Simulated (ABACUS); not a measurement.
The system is InP.

```xyz
2
Lattice="0.0000 2.9305 2.9305 2.9305 0.0000 2.9305 2.9305 2.9305 0.0000" Properties=species:S:1:pos:R:3 pbc="T T T"
In    0.0000    0.0000    0.0000
P     4.3957    4.3957    4.3957
```

Base run:

- Program: ABACUS 3.10.1
- Functional: WC
- Potentials or basis: SSSP 1.3 efficiency PBE
- Cutoff: 748 eV
- Density cutoff: 5987 eV
- Basis: plane waves
- k mesh: 6 × 6 × 6
- Occupations: fermi-dirac, width 0.05 eV
- Spin: no spin polarisation

Its results: band gap on the k mesh 0.59 eV, direct; pressure 1.0 GPa.

The run is repeated on the same cell with these changes: functional from WC to RPBE; potentials or basis from SSSP 1.3 efficiency PBE to PseudoDojo NC SR 0.5 PBE standard; cutoff from 748 eV to 966 eV; density cutoff from 5987 eV to 3864 eV. What comes out?

Band gap on the k mesh 0.84 eV, direct; pressure 5.0 GPa.

Caveats: the potentials were made for another functional, which shifts forces and pressure; spin-orbit coupling is left out, which moves the levels of the heavy elements.

